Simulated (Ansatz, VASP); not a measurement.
# ZnIn2: VASP beside Ansatz

Aim: how closely do two programs agree when they are given the same cell, functional and k mesh? The cell is generated by rule, not measured, and may not be a known phase. The cell is taken from a series of runs on this material, whose earlier steps may have relaxed, scaled, displaced or heated it; both programs get it as it stands.

Calculated with Ansatz 0.2.0; plane waves, with VASP 6.6.1 beside it; zone-centre phonons at PBEsol.

The structure was built from a prototype and need not be the compound's stable phase.

## 1. The structure

The structure is trigonal, space group P-3m1 (No. 164). Conventional cell: a = 4.600 Å, b = 4.600 Å, c = 3.737 Å, α = 90.00°, β = 90.00°, γ = 120.00°. Zn has 6 In at 2.85 Å nearest. Nearest to In lie 3 Zn at 2.85 Å and 3 In at 3.14 Å. Farther neighbours are not listed.

Coordinates:

```cif
data_structure
_symmetry_space_group_name_H-M 'P-3m1'
_symmetry_Int_Tables_number 164
_cell_length_a 4.6003
_cell_length_b 4.6003
_cell_length_c 3.7366
_cell_angle_alpha 90.000
_cell_angle_beta 90.000
_cell_angle_gamma 120.000
_cell_volume 68.48
loop_
_atom_site_label
_atom_site_type_symbol
_atom_site_symmetry_multiplicity
_atom_site_Wyckoff_symbol
_atom_site_fract_x
_atom_site_fract_y
_atom_site_fract_z
_atom_site_occupancy
Zn1 Zn 1 a 0.00000 0.00000 0.00000 1
In1 In 2 d 0.33333 0.66667 0.72421 1
```

## 2. VASP: zone-centre phonons, PBEsol

Second derivatives magnify differences that forces hide, and they need a tight electronic threshold.

Lines of VASP's logs that name or quote its potential files are left out, and so is its time.

The input, INCAR:

```
SYSTEM = ZnIn2
PREC = Accurate
ENCUT = 500
EDIFF = 1E-08
NELM = 120
ISMEAR = 1
SIGMA = 0.2
LREAL = .FALSE.
ALGO = Normal
GGA = PS
NBANDS = 25
LORBIT = 11
LWAVE = .FALSE.
LCHARG = .FALSE.
ISIF = 2
IBRION = 8
LASPH = .TRUE.
GGA_COMPAT = .FALSE.
KPAR = 2
```

The input, POSCAR:

```
ZnIn2
1.0
    4.6003159757      0.0000000000      0.0000000000
   -2.3001579879      3.9839905004      0.0000000000
    0.0000000000      0.0000000000      3.7365657836
Zn In
1 2
Direct
    0.0000000000      0.0000000000      0.0000000000
    0.3333333333      0.6666666667      0.7242079441
    0.6666666667      0.3333333333      0.2757920559
```

The input, KPOINTS:

```
Automatic mesh
0
Gamma
12 12 12
0 0 0
```

Potentials, in the order of the species: Zn and In_d (PBE family, release 64).

Run with:

```bash
mpirun -np 2 vasp_std
```

Numbers of over 12 decimals in the logs are rounded to 6 here.

What it wrote:

```text
[banner, memory and clock lines left out]
running    2 mpi-ranks, on    1 nodes
 distrk:  each k-point on    1 cores,    2 groups
 distr:  one band on    1 cores,    1 groups

 POSCAR found type information on POSCAR ZnIn
 POSCAR found :  2 types and       3 ions
|                                                                             |
|               ----> ADVICE to this user running VASP <----                  |
|                                                                             |
|     You enforced a specific xc type in the INCAR file but a different       |
|     [... a line on the potential file left out ...]
|     I HOPE YOU KNOW WHAT YOU ARE DOING!                                     |
|                                                                             |

 LDA part: xc-table for (Slater+PW92), standard interpolation
 POSCAR, INCAR and KPOINTS ok, starting setup
 FFT: planning ... GRIDC
 FFT: planning ... GRID_SOFT
 FFT: planning ... GRID
 WAVECAR not read
 entering main loop
       N       E                     dE             d eps       ncg     rms          rms(c)
DAV:   1     0.292357468006E+03    0.29236E+03   -0.18979E+04  9650   0.216E+03
DAV:   2     0.146118159539E+02   -0.27775E+03   -0.27358E+03  9674   0.423E+02
DAV:   3    -0.689210645195E+01   -0.21504E+02   -0.21372E+02 11571   0.141E+02
DAV:   4    -0.742334495789E+01   -0.53124E+00   -0.53096E+00 11389   0.234E+01
DAV:   5    -0.744686068852E+01   -0.23516E-01   -0.23515E-01 14865   0.437E+00    0.453E+00
DAV:   6    -0.724115071629E+01    0.20571E+00   -0.94880E-01 11790   0.172E+01    0.250E+00
DAV:   7    -0.722181309825E+01    0.19338E-01   -0.86585E-02 12185   0.461E+00    0.119E+00
DAV:   8    -0.721652112629E+01    0.52920E-02   -0.11813E-02 12282   0.136E+00    0.217E-01
DAV:   9    -0.721624115340E+01    0.27997E-03   -0.21607E-03 12836   0.601E-01    0.118E-01
DAV:  10    -0.721623964272E+01    0.15107E-05   -0.22883E-04 12976   0.173E-01    0.400E-02
DAV:  11    -0.721623953089E+01    0.11183E-06   -0.27938E-05 11758   0.737E-02    0.997E-03
DAV:  12    -0.721623986667E+01   -0.33578E-06   -0.40595E-06 13447   0.223E-02    0.293E-03
DAV:  13    -0.721623976909E+01    0.97583E-07   -0.68382E-07 10900   0.782E-03    0.105E-03
DAV:  14    -0.721623975709E+01    0.12000E-07   -0.81479E-08  9702   0.206E-03    0.462E-04
DAV:  15    -0.721623975160E+01    0.54924E-08   -0.23084E-09  5503   0.477E-04
   1 F= -.72162398E+01 E0= -.72163741E+01  d E =0.402928E-03
 Linear response reoptimize wavefunctions to high precision
DAV:   1    -0.721623975599E+01   -0.43938E-08   -0.11343E-09  5560   0.506E-04
DAV:   2    -0.721623975602E+01   -0.29104E-10   -0.31741E-10  5244   0.175E-04
 Linear response DOF=           4
 Linear response progress:
  Degree of freedom:   1/  4
       N       E                     dE             d eps       ncg     rms          rms(c)
RMM:   1    -0.213472967505E+00   -0.21347E+00   -0.29998E-02 31374   0.147E+00
RMM:   2    -0.211846595508E+00    0.16264E-02   -0.80860E-03 32213   0.864E-01    0.545E-02
RMM:   3    -0.211764244687E+00    0.82351E-04   -0.14338E-03 37732   0.323E-01    0.277E-02
RMM:   4    -0.211643711821E+00    0.12053E-03   -0.23491E-04 39700   0.129E-01    0.733E-03
RMM:   5    -0.211598354686E+00    0.45357E-04   -0.58140E-05 41244   0.591E-02    0.353E-03
RMM:   6    -0.211604103696E+00   -0.57490E-05   -0.13387E-05 41454   0.279E-02    0.138E-03
RMM:   7    -0.211603355178E+00    0.74852E-06   -0.38112E-06 42745   0.141E-02    0.135E-03
RMM:   8    -0.211603293488E+00    0.61690E-07   -0.12738E-06 43910   0.712E-03    0.241E-03
RMM:   9    -0.211601640982E+00    0.16525E-05   -0.37153E-07 42674   0.412E-03    0.252E-03
RMM:  10    -0.211601913588E+00   -0.27261E-06   -0.10727E-07 45823   0.196E-03    0.217E-03
RMM:  11    -0.211601797993E+00    0.11560E-06   -0.53676E-08 44943   0.969E-04    0.211E-03
 first order change of Fermi-energy  -0.21907E-04
 force on displaced ion       1 direction 1 :  -3.396   0.000   0.000
 Linear response progress:
  Degree of freedom:   2/  4
       N       E                     dE             d eps       ncg     rms          rms(c)
RMM:   1    -0.210411241624E+00   -0.21041E+00   -0.26692E-02 12657   0.137E+00
RMM:   2    -0.209817549308E+00    0.59369E-03   -0.50057E-03 13022   0.709E-01    0.471E-02
RMM:   3    -0.209700492131E+00    0.11706E-03   -0.81609E-04 14442   0.265E-01    0.248E-02
RMM:   4    -0.209523335808E+00    0.17716E-03   -0.13798E-04 14095   0.116E-01    0.520E-03
RMM:   5    -0.209504347556E+00    0.18988E-04   -0.32732E-05 16406   0.530E-02    0.450E-03
RMM:   6    -0.209507469193E+00   -0.31216E-05   -0.72587E-06 14804   0.250E-02    0.195E-03
RMM:   7    -0.209506455092E+00    0.10141E-05   -0.22430E-06 16811   0.123E-02    0.156E-03
RMM:   8    -0.209506958949E+00   -0.50386E-06   -0.86567E-07 15464   0.682E-03    0.976E-04
RMM:   9    -0.209504861032E+00    0.20979E-05   -0.26332E-07 16406   0.366E-03    0.819E-04
RMM:  10    -0.209503830679E+00    0.10304E-05   -0.10345E-07 15872   0.206E-03    0.171E-03
RMM:  11    -0.209503993204E+00   -0.16252E-06   -0.33776E-08 16695   0.113E-03    0.332E-03
RMM:  12    -0.209503857770E+00    0.13543E-06   -0.10072E-08 15875   0.585E-04    0.216E-03
RMM:  13    -0.209503776354E+00    0.81416E-07   -0.78642E-09 16270   0.348E-04    0.129E-03
RMM:  14    -0.209503737261E+00    0.39092E-07   -0.82537E-09 16573   0.215E-04    0.590E-04
RMM:  15    -0.209503722572E+00    0.14690E-07   -0.12930E-08 17036   0.141E-04    0.165E-04
RMM:  16    -0.209503722268E+00    0.30372E-09   -0.12026E-08 19246   0.990E-05    0.270E-05
 first order change of Fermi-energy  -0.16296E-03
 force on displaced ion       1 direction 3 :  -0.000   0.000  -0.525
 Linear response progress:
  Degree of freedom:   3/  4
       N       E                     dE             d eps       ncg     rms          rms(c)
RMM:   1    -0.236338219757E+00   -0.23634E+00   -0.13682E-01 63281   0.368E+00
RMM:   2    -0.238875456026E+00   -0.25372E-02   -0.17756E-02 72113   0.904E-01    0.819E-02
RMM:   3    -0.239008937652E+00   -0.13348E-03   -0.21030E-03 74660   0.299E-01    0.295E-02
RMM:   4    -0.238923160380E+00    0.85777E-04   -0.20327E-04 79322   0.104E-01    0.221E-02
RMM:   5    -0.238933241097E+00   -0.10081E-04   -0.39625E-05 76235   0.410E-02    0.927E-03
RMM:   6    -0.238938151070E+00   -0.49100E-05   -0.51875E-06 79067   0.169E-02    0.161E-03
RMM:   7    -0.238939989788E+00   -0.18387E-05   -0.18568E-06 74298   0.634E-03    0.921E-04
RMM:   8    -0.238938866540E+00    0.11232E-05   -0.51151E-07 80584   0.285E-03    0.465E-04
RMM:   9    -0.238936684023E+00    0.21825E-05   -0.46073E-08 78710   0.134E-03    0.178E-04
RMM:  10    -0.238936266072E+00    0.41795E-06    0.12696E-07 82178   0.695E-04    0.113E-04
RMM:  11    -0.238936792273E+00   -0.52620E-06    0.70277E-08 79216   0.423E-04    0.813E-05
RMM:  12    -0.238936813073E+00   -0.20800E-07   -0.44053E-08 82562   0.262E-04    0.131E-04
RMM:  13    -0.238936851524E+00   -0.38451E-07   -0.29193E-09 80311   0.196E-04    0.919E-05
RMM:  14    -0.238936828844E+00    0.22680E-07   -0.30810E-09 86098   0.151E-04    0.644E-05
RMM:  15    -0.238936809573E+00    0.19271E-07   -0.55528E-09 85535   0.133E-04    0.539E-05
RMM:  16    -0.238936777410E+00    0.32163E-07   -0.94847E-09 84639   0.121E-04    0.240E-05
RMM:  17    -0.238936762819E+00    0.14591E-07   -0.12667E-08 87094   0.115E-04    0.897E-06
RMM:  18    -0.238936759485E+00    0.33341E-08   -0.15803E-08 85058   0.111E-04    0.596E-06
 first order change of Fermi-energy  -0.17499E-06
 force on displaced ion       2 direction 1 :  -3.173   0.000  -0.000
 Linear response progress:
  Degree of freedom:   4/  4
       N       E                     dE             d eps       ncg     rms          rms(c)
RMM:   1    -0.231836137754E+00   -0.23184E+00   -0.13544E-01 14229   0.368E+00
RMM:   2    -0.234656831340E+00   -0.28207E-02   -0.17184E-02 15886   0.859E-01    0.664E-02
RMM:   3    -0.234741341683E+00   -0.84510E-04   -0.18821E-03 16383   0.282E-01    0.233E-02
RMM:   4    -0.234657898526E+00    0.83443E-04   -0.16431E-04 17624   0.909E-02    0.212E-02
RMM:   5    -0.234658111599E+00   -0.21307E-06   -0.20646E-05 16432   0.347E-02    0.948E-03
RMM:   6    -0.234652153620E+00    0.59580E-05   -0.42677E-06 16880   0.150E-02    0.261E-03
RMM:   7    -0.234646391454E+00    0.57622E-05   -0.59088E-07 17276   0.529E-03    0.142E-03
RMM:   8    -0.234639063512E+00    0.73279E-05   -0.10485E-07 15433   0.250E-03    0.714E-04
RMM:   9    -0.234640254446E+00   -0.11909E-05   -0.39507E-08 15771   0.141E-03    0.379E-04
RMM:  10    -0.234639994848E+00    0.25960E-06    0.36018E-08 18214   0.709E-04    0.293E-04
RMM:  11    -0.234639741845E+00    0.25300E-06    0.68950E-08 17448   0.377E-04    0.137E-04
RMM:  12    -0.234639341070E+00    0.40077E-06    0.25340E-08 15549   0.287E-04    0.433E-05
RMM:  13    -0.234639166183E+00    0.17489E-06    0.18590E-08 19417   0.183E-04    0.551E-05
RMM:  14    -0.234639323755E+00   -0.15757E-06    0.69843E-09 16432   0.151E-04    0.327E-05
RMM:  15    -0.234639323764E+00   -0.83594E-11    0.72418E-09 19185   0.126E-04    0.382E-05
 first order change of Fermi-energy  -0.86331E-01
 force on displaced ion       2 direction 3 :   0.000   0.000  -1.286
 Linear response finished
```

From OUTCAR (step 2):

```text
ion  position               nearest neighbor table
   1  0.000  0.000  0.000-   2 2.85   3 2.85   3 2.85   2 2.85   3 2.85   2 2.85
   2  0.333  0.667  0.724-   1 2.85   1 2.85   1 2.85   3 3.14   3 3.14   3 3.14   3 3.36   3 3.36
                             3 3.36
   3  0.667  0.333  0.276-   1 2.85   1 2.85   1 2.85   2 3.14   2 3.14   2 3.14   2 3.36   2 3.36
                             2 3.36

  LATTYP: Found a hexagonal cell.
 ALAT       =     4.6003159757
 C/A-ratio  =     0.8122411163

 Subroutine GETGRP returns: Found 12 space group operations
 (whereof 12 operations were pure point group operations)

The static configuration has the point symmetry D_3d.

 Found    193 irreducible k-points:

   k-points           NKPTS =    193   k-points in BZ     NKDIM =    193   number of bands    NBANDS=     25

   dimension x,y,z NGX =    36 NGY =   36 NGZ =   28
   dimension x,y,z NGXF=    72 NGYF=   72 NGZF=   56

   ENCUT  =  500.0 eV  36.75 Ry    6.06 a.u.   8.39  8.39  6.81*2*pi/ulx,y,z

   NELECT =      38.0000    total number of electrons

 k-points in reciprocal lattice and weights: Automatic mesh
   0.00000000  0.00000000  0.00000000       0.001
   0.08333333 -0.00000000  0.00000000       0.003
   0.16666667 -0.00000000  0.00000000       0.003
   0.25000000 -0.00000000  0.00000000       0.003
   0.33333333  0.00000000  0.00000000       0.003
   0.41666667 -0.00000000  0.00000000       0.003
   0.50000000 -0.00000000  0.00000000       0.002
   0.08333333  0.08333333  0.00000000       0.003
   0.16666667  0.08333333  0.00000000       0.007
[...]
0.33333333  0.25000000  0.50000000       0.007
   0.33333333  0.33333333  0.50000000       0.001

 average (electrostatic) potential at core
       1 -33.3083       2 -94.8784       3 -94.8784

  Total        0.0015168      0.0015168     -0.0052794     -0.0000000      0.0000000     -0.0000000
  in kB        0.0354864      0.0354864     -0.1235140     -0.0000000      0.0000000     -0.0000000
  external PRESSURE =      -0.0175137 kB  Pullay stress =       0.0000000 kB

  energy-cutoff  :      500.00
  volume of cell :       68.48
      direct lattice vectors                 reciprocal lattice vectors
     4.600315976  0.000000000  0.000000000     0.217376373  0.125502307  0.000000000
    -2.300157988  3.983990500  0.000000000     0.000000000  0.251004615  0.000000000
     0.000000000  0.000000000  3.736565784     0.000000000  0.000000000  0.267625423

 POSITION                                       TOTAL-FORCE (eV/Angst)
 -----------------------------------------------------------------------------------
      0.00000      0.00000      0.00000        -0.000000      0.000000      0.000000
     -0.00000      2.65599      2.70605        -0.000000      0.000000     -0.002340
      2.30016      1.32800      1.03052         0.000000      0.000000      0.002340
 -----------------------------------------------------------------------------------
    total drift:                                0.000000     -0.000000      0.000000

 Eigenvectors and eigenvalues of the dynamical matrix
 ----------------------------------------------------

   1 f  =    4.022053 THz    25.271301 2PiTHz  134.161230 cm-1    16.633865 meV
             X         Y         Z           dx          dy          dz
      0.000000  0.000000  0.000000     0.572061   -0.676225    0.000000
     -0.000000  2.655994  2.706051    -0.211988    0.250588   -0.000000
      2.300158  1.327997  1.030515    -0.211988    0.250588   -0.000000

   2 f  =    4.022053 THz    25.271301 2PiTHz  134.161230 cm-1    16.633865 meV
             X         Y         Z           dx          dy          dz
      0.000000  0.000000  0.000000    -0.676225   -0.572061    0.000000
     -0.000000  2.655994  2.706051     0.250588    0.211988   -0.000000
      2.300158  1.327997  1.030515     0.250588    0.211988   -0.000000

   3 f  =    3.165762 THz    19.891069 2PiTHz  105.598453 cm-1    13.092534 meV
             X         Y         Z           dx          dy          dz
      0.000000  0.000000  0.000000    -0.000000    0.000000    0.000000
     -0.000000  2.655994  2.706051     0.456679   -0.539856    0.000000
      2.300158  1.327997  1.030515    -0.456679    0.539856   -0.000000

   4 f  =    3.165762 THz    19.891069 2PiTHz  105.598453 cm-1    13.092534 meV
             X         Y         Z           dx          dy          dz
      0.000000  0.000000  0.000000     0.000000   -0.000000    0.000000
     -0.000000  2.655994  2.706051    -0.539856   -0.456679    0.000000
      2.300158  1.327997  1.030515     0.539856    0.456679   -0.000000

   5 f  =    2.266466 THz    14.240628 2PiTHz   75.601180 cm-1     9.373347 meV
             X         Y         Z           dx          dy          dz
      0.000000  0.000000  0.000000     0.000000   -0.000000    0.000000
     -0.000000  2.655994  2.706051     0.000000   -0.000000   -0.707107
      2.300158  1.327997  1.030515    -0.000000    0.000000    0.707107

   6 f  =    1.523259 THz     9.570917 2PiTHz   50.810444 cm-1     6.299689 meV
             X         Y         Z           dx          dy          dz
      0.000000  0.000000  0.000000     0.000000   -0.000000    0.920289
     -0.000000  2.655994  2.706051     0.000000   -0.000000   -0.276648
      2.300158  1.327997  1.030515     0.000000   -0.000000   -0.276648

   7 f/i=    0.030036 THz     0.188724 2PiTHz    1.001907 cm-1     0.124221 meV
             X         Y         Z           dx          dy          dz
      0.000000  0.000000  0.000000     0.312942    0.342832    0.000000
     -0.000000  2.655994  2.706051     0.422245    0.462575    0.000000
      2.300158  1.327997  1.030515     0.422245    0.462575    0.000000

   8 f/i=    0.030036 THz     0.188724 2PiTHz    1.001907 cm-1     0.124221 meV
             X         Y         Z           dx          dy          dz
      0.000000  0.000000  0.000000     0.342832   -0.312942   -0.000000
     -0.000000  2.655994  2.706051     0.462575   -0.422245    0.000000
      2.300158  1.327997  1.030515     0.462575   -0.422245    0.000000

   9 f/i=    0.134704 THz     0.846369 2PiTHz    4.493238 cm-1     0.557090 meV
             X         Y         Z           dx          dy          dz
      0.000000  0.000000  0.000000     0.000000    0.000000   -0.391240
     -0.000000  2.655994  2.706051     0.000000    0.000000   -0.650742
      2.300158  1.327997  1.030515     0.000000    0.000000   -0.650742

 ELASTIC MODULI CONTR FROM IONIC RELAXATION (kBar)
 Direction    XX          YY          ZZ          XY          YZ          ZX
 --------------------------------------------------------------------------------
 XX         -12.4308    -11.9247     -3.1255      0.0000     -1.4880      0.0000
 YY         -11.9247    -12.4308     -3.1255      0.0000      1.4880     -0.0000
 ZZ          -3.1255     -3.1255     -0.8022      0.0000      0.0000     -0.0000
 XY           0.0000      0.0000      0.0000     -0.2531     -0.0000     -1.6443
 YZ          -1.4880      1.4880      0.0000     -0.0000     -8.7495      0.0000
 ZX           0.0000     -0.0000     -0.0000     -1.6443      0.0000    -10.6832
 --------------------------------------------------------------------------------
```

(Part 1 of 2 ends here.)

[Lines on the potential files, build, host, timing and source positions are cut from VASP's logs without a mark.]

[Logs are printed without paths, hosts, clocks, repeated set-up lines and the standing remarks that a program may print on its own settings, such as how far it seeks lower states.]

[Hosts, paths, dates, database ids (printed as entryN), source tags and the programs' standing remarks are cut or masked in the printed files.]
